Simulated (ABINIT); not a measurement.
# ZnS (F-43m) in ABINIT: a series of runs, part 2 of 2

ABINIT 10.8.3 (patched build). The steps go on from the part before.

## Step 3: Single point, PBE

run.abi reads:

```
# Pseudopotentials
pp_dirpath "./"
pseudos "Zn.upf, S.upf"

# Structure
acell 7.2210310021 7.2210310021 7.2210310021
rprim
     0.0000000000     0.7071067812     0.7071067812
     0.7071067812     0.0000000000     0.7071067812
     0.7071067812     0.7071067812     0.0000000000
ntypat 2
znucl 30 16
natom 2
typat 1 2
xred
     0.7500000000     0.7500000000     0.7500000000
     0.0000000000     0.0000000000     0.0000000000

# Plane-wave basis
ecut 38.0

# k points
kptopt 1
ngkpt 7 7 7
nshiftk 1
shiftk 0.0 0.0 0.0

# Exchange and correlation
ixc 11

# Bands and occupations
nband 17
occopt 3
tsmear 0.05 eV

# SCF cycle
nstep 100
tolvrs 1.0e-10

# Output
iomode 3
prtwf 0
prtden 0
prteig 0
prtebands 0
enunit 1
```

Potentials or basis: PseudoDojo NC SR PBE v0.4.1 standard.

On the command line:

```bash
$ abinit run.abi > log 2>&1
```

run.abo:

```text
.Version 10.8.3 of ABINIT
 Symmetries : space group F-4 3 m (#216); Bravais cF (face-center cubic)
================================================================================
 Values of the parameters that define the memory need of the present run
     intxc =       0    ionmov =       0      iscf =       7    lmnmax =       6
     lnmax =       6     mgfft =      45  mpssoang =       3    mqgrid =    3001
     natom =       2  nloc_mem =       1    nspden =       1   nspinor =       1
    nsppol =       1      nsym =      24    n1xccc =    2501    ntypat =       2
    occopt =       3   xclevel =       2
       mpw =        3002          nfft =       91125          nkpt =          20
================================================================================
================================================================================

--------------------------------------------------------------------------------
------------- Echo of variables that govern the present computation ------------
--------------------------------------------------------------------------------
 -outvars: echo values of preprocessed input variables --------
            acell      7.2210310021E+00  7.2210310021E+00  7.2210310021E+00 Bohr
              amu      6.53900000E+01  3.20660000E+01
             ecut      3.80000000E+01 Hartree
           enunit           1
              ixc          11
         kptrlatt        7    0    0      0    7    0      0    0    7
          kptrlen      5.05472170E+01
            natom           2
            nband          17
            ngfft          45      45      45
[... 166 lines left out ...]
kinetic             :  9.63293835268861E+01
hartree             :  9.22938741085089E+01
xc                  : -2.56676953189646E+01
Ewald energy        : -1.07297656398597E+02
psp_core            :  3.48623933982779E+00
local_psp           : -2.32586975941392E+02
non_local_psp       : -4.66960660616544E+01
internal            : -2.20138896745385E+02
'-kT*entropy'       : -5.90196341205408E-13
total_energy        : -2.20138896745386E+02
total_energy_eV     : -5.99028454710282E+03
band_energy         : -2.67600159373605E+01
...

 Cartesian components of stress tensor (hartree/bohr^3)
  sigma(1 1)= -3.96407921E-05  sigma(3 2)=  0.00000000E+00
  sigma(2 2)= -3.96407921E-05  sigma(3 1)=  0.00000000E+00
  sigma(3 3)= -3.96407921E-05  sigma(2 1)=  0.00000000E+00

-Cartesian components of stress tensor (GPa)         [Pressure=  1.1663E+00 GPa]
- sigma(1 1)= -1.16627237E+00  sigma(3 2)=  0.00000000E+00
- sigma(2 2)= -1.16627237E+00  sigma(3 1)=  0.00000000E+00
- sigma(3 3)= -1.16627237E+00  sigma(2 1)=  0.00000000E+00

== END DATASET(S) ==============================================================
================================================================================

 -outvars: echo values of variables after computation  --------
            acell      7.2210310021E+00  7.2210310021E+00  7.2210310021E+00 Bohr
           etotal     -2.2013889675E+02
            fcart      8.2397673547E-31  8.2397673547E-31 -2.4719302064E-30
                      -8.2397673547E-31 -8.2397673547E-31  2.4719302064E-30
            rprim      0.0000000000E+00  7.0710678120E-01  7.0710678120E-01
                       7.0710678120E-01  0.0000000000E+00  7.0710678120E-01
                       7.0710678120E-01  7.0710678120E-01  0.0000000000E+00
           strten     -3.9640792089E-05 -3.9640792089E-05 -3.9640792089E-05
                       0.0000000000E+00  0.0000000000E+00  0.0000000000E+00
           xangst      4.0529999973E+00  4.0529999973E+00  4.0529999973E+00
                       0.0000000000E+00  0.0000000000E+00  0.0000000000E+00
             xred      7.5000000000E-01  7.5000000000E-01  7.5000000000E-01
                       0.0000000000E+00  0.0000000000E+00  0.0000000000E+00
 Calculation completed.
```

Run time: 43 s. Hardware: 1 thread of Intel Xeon Platinum 8488C (Sapphire Rapids), shared host; peak memory 0.09 GiB.

What came out:

- Free energy: -5990.2845 eV
- Band gap on the k mesh: 2.11 eV, direct
- Valence electrons inside the program's atomic spheres: Zn 18.12; S 3.95

Levels at points of the mesh, in eV from the valence-band top:
| k point | band 9 | band 10 | band 11 | band 12 | band 13 | band 14 | band 15 | band 16 | band 17 |
| --- | --- | --- | --- | --- | --- | --- | --- | --- | --- |
| (0.00, 0.00, 0.00) | -5.84 | -5.84 | 0.00 | 0.00 | 0.00 | 2.11 | 6.38 | 6.38 | 6.38 |

Caveat: the cutoff is too short for stress, so the log's stress isn't used.

## Step 4: Relaxation of cell and atoms, PBE

run.abi, as its differences from that of step 3:

```diff
@@ -14,8 +14,12 @@
 typat 1 2
+chkprim 0
+chksymtnons 0
+tolsym 1.0e-6
 xred
-     0.7500000000     0.7500000000     0.7500000000
-     0.0000000000     0.0000000000     0.0000000000
+            3/4            3/4            3/4
+            0.0            0.0            0.0
 
 # Plane-wave basis
-ecut 38.0
+ecut 42.0
+ecutsm 0.5
 
@@ -36,4 +40,4 @@
 # SCF cycle
-nstep 100
-tolvrs 1.0e-10
+nstep 80
+tolvrs 1.0e-12
 
@@ -41,6 +45,12 @@
 iomode 3
+prteig 0
+prtebands 0
 prtwf 0
 prtden 0
-prteig 0
-prtebands 0
-enunit 1
+
+# Relaxation
+ionmov 2
+optcell 2
+ntime 50
+tolmxf 2.0e-5
+dilatmx 1.08
```

On the command line:

```bash
$ abinit run.abi > log 2>&1
```

It took 3.5 min on 1 thread of Intel Xeon Platinum 8488C (Sapphire Rapids), shared host; peak memory 0.11 GiB.

It converged, with:

```yaml
Free_energy: -5990.2928 eV
Relaxed_volume: 20.16 Å³/atom
Relaxed_cell: a = 3.849 Å, b = 3.849 Å, c = 3.849 Å, α = 60.00°, β = 60.00°, γ = 60.00°
Space_group_after_relaxing_to_0.05_Å: F-43m (No. 216)
Energy_gained_by_relaxing: 2.1 meV/atom
Ionic_steps: 4
Pressure_after_relaxing: 0.0 GPa
Band_gap_on_the_k_mesh: 2.02 eV, direct
```

Step by step:
```tsv
step	energy change (eV)	largest force (eV/Å)	pressure (GPa)	volume (Å³)
1	0.0000	0.0000	1.58	39.45
2	-0.0017	0.0000	1.22	39.64
3	-0.0042	0.0000	0.04	40.30
4	-0.0042	0.0000	0.00	40.32
```

Final structure:
```cif
data_structure
_symmetry_space_group_name_H-M 'P 1'
_symmetry_Int_Tables_number 1
_cell_length_a 3.8489
_cell_length_b 3.8489
_cell_length_c 3.8489
_cell_angle_alpha 60.000
_cell_angle_beta 60.000
_cell_angle_gamma 60.000
_cell_volume 40.32
loop_
_atom_site_label
_atom_site_type_symbol
_atom_site_fract_x
_atom_site_fract_y
_atom_site_fract_z
_atom_site_occupancy
Zn1 Zn 0.75000 0.75000 0.75000 1
S1 S 0.00000 0.00000 0.00000 1
```

Caveat: an odd mesh through Γ misses points on the zone boundary, where band edges often lie.

## Step 5: Overview

| task | cell | cutoff (eV) | cell freedom (optcell) | optimiser (ionmov) | cutoff smearing ecutsm (Ha) | force stop (Ha/bohr) | gap on the mesh (eV) | pressure (GPa) |
| --- | --- | --- | --- | --- | --- | --- | --- | --- |
| single point | cell relaxed | 1143 | - | - | - | - | 2.02 | 0.0 |
| single point | as given | 1034 | - | - | - | - | 2.11 | - |
| relaxation of cell and atoms | relaxed | 1143 | 2 | 2 | 0.5 | 2e-05 | 2.02 | 0.0 |

Alike in all rows: level PBE; potentials or basis PseudoDojo NC SR PBE v0.4.1 standard; no spin polarisation; k mesh 7 × 7 × 7; smearing fermi-dirac 0.05 eV.

Caveats: an odd mesh through Γ misses points on the zone boundary, where band edges often lie (some runs).

Absolute energies hang on the potentials; compare differences alone.

## Step 6: How close it comes

Step 3. Against the measured gap of ZnS, 3.85 eV (direct; 19 K; quoted in “Electronic, vibrational, and thermodynamic properties of ZnS (zincblende and rocksalt structure)”, 2009, arxiv:0911.5022), the calculated 2.11 eV is off by -1.74 eV. The value is that of PBE, without temperature or zero-point motion. Semilocal functionals fall short of measured gaps as a rule.
